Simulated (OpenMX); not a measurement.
Crystal: BN.

```xyz
2
Lattice="0.0000 1.8130 1.8130 1.8130 0.0000 1.8130 1.8130 1.8130 0.0000" Properties=species:S:1:pos:R:3 pbc="T T T"
N     0.9065    0.9065    0.9065
B     0.0000    0.0000    0.0000
```

The cell is a database's computed one.

| Property | Result |
| --- | --- |
| Program | OpenMX 3.8.5 |
| Task | single point |
| Functional | PBE |
| Potentials or basis | OpenMX 2013 PBE set, N6.0-s2p2d1, B7.0-s2p2d1, grid cutoff 400 Ry |
| k mesh | 13 × 13 × 13 |
| Occupations | fermi-dirac, width 0.05 eV |
| Spin | no spin polarisation |

On this cell: pressure 0.9 GPa; largest force zero by symmetry; band gap on the k mesh 4.69 eV, indirect (least direct gap 8.81 eV).

The same run follows on a disturbed copy (atoms moved at random, drawn with an rms of 0.05 Å):

```xyz
2
Lattice="0.0000 1.8130 1.8130 1.8130 0.0000 1.8130 1.8130 1.8130 0.0000" Properties=species:S:1:pos:R:3 pbc="T T T"
N     0.8873    0.9000    0.9579
B     0.0423   -0.0344    0.0019
```

**Question.** What does the disturbed cell give?

**Answer.** The energy moves by +46.8 meV/atom; pressure 3.3 GPa; largest force 2.357 eV/Å; band gap on the k mesh 4.04 eV, indirect (least direct gap 7.81 eV).

Forces in eV/Å, atoms in the order of the input:
```
N    1.642 -0.979 -1.378
B   -1.645  0.974  1.376
```

Caveats: an odd mesh through Γ misses points on the zone boundary, where band edges often lie; the basis of atomic orbitals isn't converged, which shifts pressures, moduli and gaps.
